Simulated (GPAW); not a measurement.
Crystal: SnTe.

```
CELL_PARAMETERS angstrom
0.00000 3.15085 3.15085
3.15085 0.00000 3.15085
3.15085 3.15085 0.00000
ATOMIC_POSITIONS crystal
Te 0.50000 0.50000 0.50000
Sn 0.00000 0.00000 0.00000
```

Base run:

```yaml
Program: GPAW 26.7.0
Functional: RPBE
Potentials_or_basis: the program's PAW data sets (release 1.2.1) made for this functional
Cutoff: 400 eV
Basis: pw
k_mesh: 6 × 6 × 6
Occupations: fermi-dirac, width 0.001 eV
Spin: no spin polarisation
```

Its results: band gap on the k mesh 0.08 eV, direct; electronic dielectric tensor (diagonal) 91.17.

**Question.** The run is repeated on the same cell with these changes: functional from RPBE to GLLB-SC. What comes out?

**Answer.** Band gap on the k mesh, kohn-sham part alone 0.02 eV, direct; electronic dielectric tensor (diagonal) 2904.62.

Caveats: the gap is small at this level, which inflates the dielectric constant; the long-wavelength limit can be off by a per cent or two; spin-orbit coupling is left out, which moves the levels of the heavy elements; a model potential gives levels but no total energy (some runs); response on these states lacks terms of the Hamiltonian (some runs).

A k mesh can miss the band edges.
